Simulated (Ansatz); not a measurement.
**Bond compression in Si**

```xyz
2
Lattice="0.0000 2.7136 2.7136 2.7136 0.0000 2.7136 2.7136 2.7136 0.0000" Properties=species:S:1:pos:R:3 pbc="T T T"
Si    4.0703    4.0703    4.0703
Si    2.7136    2.7136    2.7136
```

The cell is entry 2102763 of the Crystallography Open Database, unrelaxed; the entry departs somewhat from later or room-temperature determinations.

Its shortest bond, of 2.350 Å between atom 1 (Si) and the nearest image of atom 2 (Si), is scaled by moving both atoms along it, with the cell held. The force apart is half the difference of the two atoms' forces along the bond; it holds the pull and push of their other neighbours too.

Level of theory: DFT with PBE, scalar-relativistic, in Ansatz 0.2.0; a Γ-centred 10×10×10 k mesh, Fermi–Dirac smearing of 0.05 eV, no spin polarisation. LAPW: all electrons, basis error target 1 meV/atom; PAW: frozen-core files, cutoff 420 eV; crystal datasets: all electrons, by PAW datasets that the program makes for each cell; PAW (cutoff 1000 eV): frozen-core files, cutoff 1000 eV.

Energies are extrapolated to zero smearing and count from the unscaled cell; pressure is positive in compression; gaps take the mesh and a band path. No temperature or zero-point motion is included.

```tsv
bond (Å)	force apart (eV/Å)	P LAPW (GPa)	ΔE LAPW (eV/atom)	P PAW − LAPW (GPa)	ΔE PAW − LAPW (meV/atom)	force PAW − LAPW (eV/Å)
2.350	0.00	2.19	0.000	0.03	0.0	0.000
2.068	5.55	6.23	0.351	0.04	0.0	0.001
1.927	10.07	13.34	?	0.05	0.0	0.000
1.786	16.69	26.0	1.818	0.05	-0.1	-0.005
1.645	26.98	46.0	?	0.02	-1.0	-0.019
```

(1) What belongs in the row "1.645", column "ΔE LAPW (eV/atom)"?

(2) What belongs in the row "1.927", column "ΔE LAPW (eV/atom)"?

(3) At the last bond length, how far do crystal datasets and PAW (cutoff 1000 eV) lie from LAPW in pressure and in the largest force component?

(4) How do the Löwdin populations by LAPW change from the unscaled cell to the last row, on the two atoms of the bond?

Results:

(1) 3.333.

(2) 0.893.

(3) crystal datasets: 0.00 GPa, 0.001 eV/Å; PAW (cutoff 1000 eV): +0.02 GPa, 0.011 eV/Å, on a LAPW pressure of 46.0 GPa.

(4) Si1 3s 1.17 → 1.13, Si1 3p 2.81 → 2.85, Si2 3s 1.17 → 1.13, Si2 3p 2.81 → 2.85 electrons an atom. These are projections on the shells that the free atoms fill; 0.07 e a cell lies outside them at the start and 0.13 e at the end.
